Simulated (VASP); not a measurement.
An input for Quantum ESPRESSO's pw.x (written as the equivalent of a VASP run, and not itself run):

```
&CONTROL
  calculation = 'scf'
  pseudo_dir = './pseudo'
  outdir = './out'
  tprnfor = .true.
  tstress = .true.
/
&SYSTEM
  ibrav = 0
  nat = 3
  ntyp = 2
  ecutwfc = 84
  occupations = 'smearing'
  smearing = 'gaussian'
  degauss = 0.000735
  input_dft = 'pbe'
/
&ELECTRONS
  conv_thr = 7.3e-08
  electron_maxstep = 100
/
ATOMIC_SPECIES
  Sr 87.620 Sr.upf
  F 18.998 F.upf
CELL_PARAMETERS angstrom
     0.0000000    2.8666470    2.8666470
     2.8666470    0.0000000    2.8666470
     2.8666470    2.8666470    0.0000000
ATOMIC_POSITIONS crystal
  Sr   0.0000000  0.0000000  0.0000000
  F    0.7500000  0.7500000  0.7500000
  F    0.2500000  0.2500000  0.2500000
K_POINTS automatic
  7 7 7 0 0 0
```

### Question
Translate this input to VASP (INCAR, KPOINTS, POSCAR, choice of POTCAR).

### Answer
Several could match; the one computed here: 
### POSCAR
```
SrF2
1
    0.0000000000     2.8666470000     2.8666470000
    2.8666470000     0.0000000000     2.8666470000
    2.8666470000     2.8666470000     0.0000000000
Sr F
1 2
Direct
  0.0000000000   0.0000000000   0.0000000000
  0.7500000000   0.7500000000   0.7500000000
  0.2500000000   0.2500000000   0.2500000000
```

**INCAR**
```
SYSTEM  =  SrF2
PREC  =  Accurate; ENCUT  =  240; LREAL  =  .FALSE.
LASPH  =  .TRUE.
EDIFF  =  1E-6; NELM  =  100; ALGO  =  Normal
LMAXMIX  =  4
ISMEAR  =  0; SIGMA  =  0.01
GGA  =  PE
ISIF  =  2
LWAVE  =  .FALSE.; LCHARG  =  .FALSE.
```

### KPOINTS
```
Regular mesh
0
gamma
 7 7 7
0 0 0
```

POTCAR, in this order: Sr_sv F (PBE.64 set). Program: vasp_std.

Limits of the translation: the potentials are each code's own (VASP's PAW set, PseudoDojo norm-conserving files in pw.x), so ENCUT and ecutwfc are chosen apart and not converted; conv_thr bounds pw.x's estimated SCF error, while EDIFF bounds the energy change between steps.

The structure comes from a computed database's SrF2 entry; how it stands against other phases isn't given here. The cell was not relaxed at this level, and its volume differs by -4.4 % from the start's. The run is one of a series of settings (ENCUT = 240 against the base run), some of them coarse on purpose.
